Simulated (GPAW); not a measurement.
# CdS (Hawleyite) (F-43m) in GPAW: further runs

Aim: see how the results for CdS (Hawleyite) move with the level of theory and the settings. Levels: revPBE, BLYP. Tasks: band structure.

Everything below comes from runs of GPAW 26.7.0. Logs are shortened: lines on timing, memory, paths and dates and some standing lists are left out, and cuts for length are marked. The log counts tension as positive stress, the text compression.

## Step 1: The structure

Symmetry: F-43m, No. 216, cubic system. Conventional cell: a = 5.833 Å, b = 5.833 Å, c = 5.833 Å, α = 90.00°, β = 90.00°, γ = 90.00°. Cd (site symmetry -43m) is surrounded by 4 S at 2.53 Å. Around S (site symmetry -43m) lie 4 Cd at 2.53 Å.

## Step 2: Band structure, revPBE

run.py reads:

```python
from ase import Atoms
from ase.dft.bandgap import bandgap
from ase.io import write
from ase.units import GPa
from gpaw import GPAW, PW

atoms = Atoms(['Cd', 'S'],
              cell=[[0.0, 2.9165, 2.9165],
                    [2.9165, 0.0, 2.9165],
                    [2.9165, 2.9165, 0.0]],
              scaled_positions=[[0.0, 0.0, 0.0],
                                [0.75, 0.75, 0.75]],
              pbc=True)

calc = GPAW(mode=PW(600),
            xc='revPBE',
            kpts={'size': (8, 8, 8), 'gamma': True},
            occupations={'name': 'fermi-dirac', 'width': 0.05},
            nbands=18,
            convergence={'density': 1e-05, 'energy': 1e-05},
            maxiter=150,
            txt='gpaw.txt')
atoms.calc = calc
energy = atoms.get_potential_energy()
forces = atoms.get_forces()
stress = atoms.get_stress()
calc.write('gs.gpw')
write('result.traj', atoms)
print(f'Energy: {energy:.6f} eV')
print('Forces (eV/A):')
print(forces.round(4))
print('Stress (GPa):', (stress / GPa).round(3))
print('Fermi level:', round(calc.get_fermi_level(), 4), 'eV')
print(f'Gap: {bandgap(calc)[0]:.4f} eV, direct: {bandgap(calc, direct=True)[0]:.4f} eV')

path = atoms.cell.bandpath('GXWKGLUWLK,UX', npoints=100, eps=1e-4)
bs_calc = calc.fixed_density(kpts=path, symmetry='off', nbands=29,
                             convergence={'bands': 'CBM+6.0', 'eigenstates': 1e-6}, txt='bands.txt')
bs = bs_calc.band_structure()
bs.write('bs.json')
print(f'Gap on the path: {bandgap(bs_calc)[0]:.4f} eV')
```

Potentials or basis: the program's PAW data sets (release 1.2.1) made for this functional, pw.

Started as:

```
$ OMP_NUM_THREADS=1 python run.py
```

gpaw.txt:

```text
__  _  _
 | _ |_)|_||  |
 |__||  | ||/\| - 26.7.0

Input parameters:
  mode=PW(ecut=600.0),
  convergence={'density': 1e-05, 'energy': 1e-05},
  kpts=MonkhorstPack(size=(8, 8, 8), gamma=True),
  maxiter=150,
  nbands=18,
  occupations=Occupations(name='fermi-dirac', width=0.05),
  xc=XC(name='revPBE')

Diagonalizing LCAO Hamiltonian
Converting LCAO to pw mode

                     S

       Cd

Atoms  # Å, Bohr magnetons
|   | symbol |        x |        y |        z |    initial magnetic moments |
|---|--------|----------|----------|----------|-----------------------------|
| 0 |     Cd | 0.000000 | 0.000000 | 0.000000 | ( 0.0000,  0.0000,  0.0000) |
| 1 |      S | 4.374750 | 4.374750 | 4.374750 | ( 0.0000,  0.0000,  0.0000) |

Unit cell  # Å
| periodic |        x |        y |        z |  lengths |    angles |
|----------|----------|----------|----------|----------|-----------|
|      yes | 0.000000 | 2.916500 | 2.916500 | 4.124554 | 60.000000 |
|      yes | 2.916500 | 0.000000 | 2.916500 | 4.124554 | 60.000000 |
|      yes | 2.916500 | 2.916500 | 0.000000 | 4.124554 | 60.000000 |

Number of symmetries: 24
Symmetry operations  # r_c * U_cc + t_c -> r_c
|    | kind |            matrix            |
|----|------|------------------------------|
|  0 |  E   |  1, 0, 0,  0, 1, 0,  0, 0, 1 |
|  1 |  σ   |  1, 0, 0,  0, 0, 1,  0, 1, 0 |
|  2 |  σ   |  1, 0,-1,  0, 1,-1,  0, 0,-1 |
|  3 |  C3  |  1, 0,-1,  0, 0,-1,  0, 1,-1 |
|  4 |  C3  |  1,-1, 0,  0,-1, 1,  0,-1, 0 |
|  5 |  σ   |  1,-1, 0,  0,-1, 0,  0,-1, 1 |
|  6 |  σ   |  0, 1, 0,  1, 0, 0,  0, 0, 1 |
|  7 |  C3  |  0, 1, 0,  0, 0, 1,  1, 0, 0 |
|  8 |  C2  |  0, 1,-1,  1, 0,-1,  0, 0,-1 |
|  9 |  S4  |  0, 1,-1,  0, 0,-1,  1, 0,-1 |
| 10 |  C3  |  0, 0, 1,  1, 0, 0,  0, 1, 0 |
| 11 |  σ   |  0, 0, 1,  0, 1, 0,  1, 0, 0 |
| 12 |  S4  |  0, 0,-1,  1, 0,-1,  0, 1,-1 |
| 13 |  C3  |  0, 0,-1,  0, 1,-1,  1, 0,-1 |
| 14 |  S4  |  0,-1, 1,  1,-1, 0,  0,-1, 0 |
| 15 |  C2  |  0,-1, 1,  0,-1, 0,  1,-1, 0 |
| 16 |  C3  |  0,-1, 0,  1,-1, 0,  0,-1, 1 |
| 17 |  S4  |  0,-1, 0,  0,-1, 1,  1,-1, 0 |
| 18 |  S4  | -1, 1, 0, -1, 0, 1, -1, 0, 0 |
| 19 |  C3  | -1, 1, 0, -1, 0, 0, -1, 0, 1 |
| 20 |  C3  | -1, 0, 1, -1, 1, 0, -1, 0, 0 |
| 21 |  S4  | -1, 0, 1, -1, 0, 0, -1, 1, 0 |
| 22 |  σ   | -1, 0, 0, -1, 1, 0, -1, 0, 1 |
| 23 |  C2  | -1, 0, 0, -1, 0, 1, -1, 1, 0 |

BZ-sampling:
  Number of BZ points: 512
  Number of IBZ points: 29

  Monkhorst-Pack size: [8, 8, 8]
  Monkhorst-Pack shift: [0.0625, 0.0625, 0.0625]

K-points  # in reciprocal-cell coordinates
|     |                                coordinates |     weight |
|-----|--------------------------------------------|------------|
|   0 | (  0.00000000,   0.00000000,   0.00000000) | 0.00195312 |
|   1 | (  0.12500000,   0.12500000,   0.00000000) | 0.01171875 |
|   2 | (  0.12500000,   0.12500000,   0.12500000) | 0.01562500 |
|   3 | (  0.25000000,   0.12500000,   0.12500000) | 0.02343750 |
|   4 | (  0.25000000,   0.25000000,   0.00000000) | 0.01171875 |
|   5 | (  0.25000000,   0.25000000,   0.12500000) | 0.04687500 |
|   6 | (  0.25000000,   0.25000000,   0.25000000) | 0.01562500 |
|   7 | (  0.37500000,   0.25000000,  -0.37500000) | 0.04687500 |
|   8 | (  0.37500000,   0.25000000,   0.12500000) | 0.04687500 |
|   9 | (  0.37500000,   0.25000000,   0.25000000) | 0.04687500 |
| ... |                                            |            |
|  28 | (  0.50000000,   0.50000000,   0.50000000) | 0.00781250 |

Plane wave coefficients: 1676
Cutoff: 600.0 eV

Spin-components: 1 (collinear spins)
Bands:           18
Projectors:      11
Spin-degeneracy: 2
Datatype:        complex128

Parallelization:
  kpt:    1
  domain: 1
  band:   1

Density:
  Valence electrons: 18.0
  Components: 1
  Grid points: [24 24 24]
  Charge: 0.0  # |e|

Potential:
  Grid points: [24 24 24]

species:
  Cd:
    name:    Cadmium
    Z:       48.0
    valence: 12
    core:    36
    charge:  0.0  # [|e|]
    compensation charges:
      type: gauss
      rc: 0.38  # [Å]
      lmax: 2
    cutoffs:
      filter: 2.12  # [Å]
      core: 2.62  # [Å]
    projectors
    | kind |    occ | energy [eV] | rcut [Å] |
    |------|--------|-------------|----------|
    |   5s |  2.000 |      -5.557 |    1.191 |
    |   5p |  0.000 |      -1.140 |    1.228 |
    |   4d | 10.000 |     -11.696 |    1.164 |
    |    s |        |      21.654 |    1.191 |
    |    p |        |      26.071 |    1.228 |
    |    d |        |      15.516 |    1.164 |

    Using partial waves for Cd as LCAO basis

  S:
    name:    Sulfur
    Z:       16.0
    valence: 6
    core:    10
    charge:  0.0  # [|e|]
    compensation charges:
      type: gauss
      rc: 0.24  # [Å]
      lmax: 2
    cutoffs:
      filter: 1.77  # [Å]
      core: 1.66  # [Å]
    projectors
    | kind |    occ | energy [eV] | rcut [Å] |
    |------|--------|-------------|----------|
    |   3s |  2.000 |     -17.230 |    0.974 |
    |   3p |  4.000 |      -6.978 |    0.979 |
    |    s |        |       9.981 |    0.974 |
    |    p |        |      20.234 |    0.979 |
    |    d |        |       0.000 |    0.900 |

    Using partial waves for S as LCAO basis

Reference energy: -163039.702169  # eV

eigensolver:
  PPCG
  Converge bands: occupied
  niter=2

density mixing:
  MSR1-Mixer
  Pratt-step length: 0.05
  Maximum mixing coefficient: 0.75
  Old densities: 10
  SVD Regularization: 0.005
  Good broyden scale: 1.0
  Trust region scale: 1.0
  Backstep threshold: 4.0
  History deletion threshold: 6.0
  Fourier metric: weight=20.0, sigma=0.015

occupation numbers:
  Fermi-Dirac:
    width: 0.0500  # eV

poisson solver:
  ecut: 4800.0  # eV

xc functional:
  name: revPBE with 2 nearest neighbor stencil

convergence criteria:
- Maximum integral of absolute [dens]ity change: 1e-05 electrons / valence electron
- Maximum [total energy] change in last 3 cyles: 1e-05 eV / valence electron
- Maximum integral of absolute [eigenst]ate change: 4e-08 eV^2 / valence electron
maximum number of iterations: 150

SCF iterations
|iter     | |      energy | eigst |  dens |
|---------|-|-------------|-------|-------|
|iter:   1| |   -6.251509 | -0.41 |       |
|iter:   2| |   -6.135558 | -2.20 | -1.11 |
|iter:   3| |   -5.735019 | -1.50 | -1.15 |
|iter:   4| |   -5.735755 | -3.31 | -1.74 |
|iter:   5| |   -5.736125 | -3.76 | -2.15 |
|iter:   6| |   -5.736198 | -5.12 | -2.96 |
|iter:   7| |   -5.736213c| -6.19 | -3.43 |
|iter:   8| |   -5.736214c| -7.65c| -4.42 |
|iter:   9| |   -5.736214c| -7.75c| -4.89 |
|iter:  10| |   -5.736214c| -8.66c| -5.72c|

Converged in 10 steps
Energy contributions relative to reference atoms: (reference = -163039.702169)

Energy contributions:
  Kinetic:          21.081627
  Coulomb:         -18.989562
  Zero:              0.153469
  External:          0.000000
  Xc:               -7.981748
  Entropy:          -0.000000
  Spinorbit:         0.000000
  ----------------------------
  Free energy:      -5.736214
  Extrapolated:     -5.736214

dipole moment: (-16.457459, -16.457459, -16.457459)  # |e|*Ang

Fermi level: 4.357
Eigenvalues  # (at kpt = [0.000, 0.000, 0.000])
| band index |      eig [eV] | occ [0-2] |
|------------|---------------|-----------|
|          0 |        -8.682 |     2.000 |
|          1 |        -4.003 |     2.000 |
|          2 |        -4.003 |     2.000 |
|          3 |        -4.003 |     2.000 |
|          4 |        -3.519 |     2.000 |
|          5 |        -3.519 |     2.000 |
[... 10 lines left out ...]
|         16 |        17.125 |     0.000 |
|         17 |        17.125 |     0.000 |

Gap: 1.263 eV
Transition (v -> c):
  (s=0, k=0, n=8, [0.00, 0.00, 0.00]) -> (s=0, k=0, n=9, [0.00, 0.00, 0.00])
No difference between direct/indirect transitions

Forces  # eV/Ang
|       x |        y |        z |
|---------|----------|----------|
| 0.00000 | -0.00000 |  0.00000 |  # Cd   0
| 0.00000 |  0.00000 | -0.00000 |  # S    1

Stress tensor  # eV/Ang^3
|         x |         y |         z |
|-----------|-----------|-----------|
| -0.026492 |  0.000000 |  0.000000 |
|  0.000000 | -0.026492 |  0.000000 |
|  0.000000 |  0.000000 | -0.026492 |

# Writing to gs.gpw (mode='')
```

It took 61 s on 1 thread of Arm Neoverse V1, shared host; peak memory 0.29 GiB.

What came out:

```
Free energy             : -5.7362 eV
Pressure                : 4.2 GPa
Band gap on the k mesh  : 1.26 eV, direct
Band gap along the path : 1.26 eV, direct
```

Levels at the corners of the path, in eV from the valence-band top:
```csv
point,band 6,band 7,band 8,band 9,band 10,band 11,band 12,band 13
Γ,-7.21,0.00,0.00,0.00,1.26,6.55,6.55,6.55
X,-6.76,-3.92,-1.88,-1.88,3.68,4.43,9.35,10.83
W,-6.57,-3.88,-2.25,-2.17,5.46,5.54,7.30,8.18
K,-6.63,-3.91,-2.51,-1.53,4.34,5.51,8.62,9.05
Γ,-7.21,0.00,0.00,0.00,1.26,6.55,6.55,6.55
L,-6.82,-4.37,-0.76,-0.76,3.10,7.04,7.04,7.60
U,-6.63,-3.91,-2.51,-1.53,4.34,5.51,8.62,9.05
W,-6.57,-3.88,-2.25,-2.17,5.46,5.54,7.30,8.18
L,-6.82,-4.37,-0.76,-0.76,3.10,7.04,7.04,7.60
K,-6.63,-3.91,-2.51,-1.53,4.34,5.51,8.62,9.05
U,-6.63,-3.91,-2.51,-1.53,4.34,5.51,8.62,9.05
X,-6.76,-3.92,-1.88,-1.88,3.68,4.43,9.35,10.83
```

revPBE gaps usually lie below the measured ones, often by a third to a half.

## Step 3: Band structure, BLYP

run.py reads:

```python
from ase.dft.bandgap import bandgap
from ase.io import read, write
from ase.units import Bohr, GPa
from gpaw import GPAW, PW, setup_paths
from gpaw.elf import elf_from_dft_calculation

setup_paths.insert(0, '.')

atoms = read('CdS.xyz')

calc = GPAW(mode=PW(600),
            xc='BLYP',
            kpts={'size': (8, 8, 8), 'gamma': True},
            occupations={'name': 'fermi-dirac', 'width': 0.05},
            nbands=18,
            convergence={'density': 1e-05, 'energy': 1e-05},
            eigensolver='davidson',
            maxiter=150,
            txt='gpaw.txt')
atoms.calc = calc
energy = atoms.get_potential_energy()
forces = atoms.get_forces()
stress = atoms.get_stress()
calc.write('gs.gpw')
write('result.traj', atoms)
print(f'Energy: {energy:.6f} eV')
print('Forces (eV/A):')
print(forces.round(4))
print('Stress (GPa):', (stress / GPa).round(3))
print('Fermi level:', round(calc.get_fermi_level(), 4), 'eV')
print(f'Gap: {bandgap(calc)[0]:.4f} eV, direct: {bandgap(calc, direct=True)[0]:.4f} eV')

# fields on the real-space grid
write('density.cube', atoms, data=calc.get_pseudo_density() * Bohr**3)
write('potential.cube', atoms, data=calc.get_electrostatic_potential())
write('elf.cube', atoms, data=elf_from_dft_calculation(calc).data)

path = atoms.cell.bandpath('GXWKGLUWLK,UX', npoints=60, eps=1e-4)
bs_calc = calc.fixed_density(kpts=path, symmetry='off', nbands=29,
                             convergence={'bands': 'CBM+6.0', 'eigenstates': 1e-6}, txt='bands.txt')
bs = bs_calc.band_structure()
bs.write('bs.json')
print(f'Gap on the path: {bandgap(bs_calc)[0]:.4f} eV')
```

CdS.xyz reads:

```xyz
2
Lattice="0.0000000000 2.9165000000 2.9165000000 2.9165000000 0.0000000000 2.9165000000 2.9165000000 2.9165000000 0.0000000000" Properties=species:S:1:pos:R:3 pbc="T T T"
Cd     0.0000000000      0.0000000000      0.0000000000
S      4.3747500000      4.3747500000      4.3747500000
```

Potentials or basis: PAW data sets generated in the run's folder for this functional, pw.

Started as:

```
$ gpaw-setup -f BLYP Cd S
$ OMP_NUM_THREADS=1 python run.py
```

Run time: 48 s. Hardware: 1 thread of Arm Neoverse V1, shared host; peak memory 0.24 GiB.

Results (log left out):

```yaml
Free_energy: -5.2435 eV
Pressure: 5.9 GPa
Band_gap_on_the_k_mesh: 1.08 eV, direct
Band_gap_along_the_path: 1.07 eV, direct
```

Levels at the corners of the path, in eV from the valence-band top:
| point | band 5 | band 6 | band 7 | band 8 | band 9 | band 10 | band 11 | band 12 | band 13 |
| --- | --- | --- | --- | --- | --- | --- | --- | --- | --- |
| Γ | -7.25 | -7.25 | 0.00 | 0.00 | 0.00 | 1.07 | 6.50 | 6.50 | 6.50 |
| X | -7.17 | -6.82 | -3.96 | -1.88 | -1.88 | 3.64 | 4.33 | 9.22 | 10.69 |
| W | -7.25 | -6.63 | -3.92 | -2.25 | -2.17 | 5.31 | 5.52 | 7.21 | 8.16 |
| K | -7.21 | -6.69 | -3.95 | -2.51 | -1.53 | 4.26 | 5.42 | 8.56 | 8.99 |
| Γ | -7.25 | -7.25 | 0.00 | 0.00 | 0.00 | 1.07 | 6.50 | 6.50 | 6.50 |
| L | -7.22 | -6.88 | -4.39 | -0.75 | -0.75 | 2.95 | 7.00 | 7.00 | 7.51 |
| U | -7.21 | -6.69 | -3.95 | -2.51 | -1.53 | 4.26 | 5.42 | 8.56 | 8.99 |
| W | -7.25 | -6.63 | -3.92 | -2.25 | -2.17 | 5.31 | 5.52 | 7.21 | 8.16 |
| L | -7.22 | -6.88 | -4.39 | -0.75 | -0.75 | 2.95 | 7.00 | 7.00 | 7.51 |
| K | -7.21 | -6.69 | -3.95 | -2.51 | -1.53 | 4.26 | 5.42 | 8.56 | 8.99 |
| U | -7.21 | -6.69 | -3.95 | -2.51 | -1.53 | 4.26 | 5.42 | 8.56 | 8.99 |
| X | -7.17 | -6.82 | -3.96 | -1.88 | -1.88 | 3.64 | 4.33 | 9.22 | 10.69 |
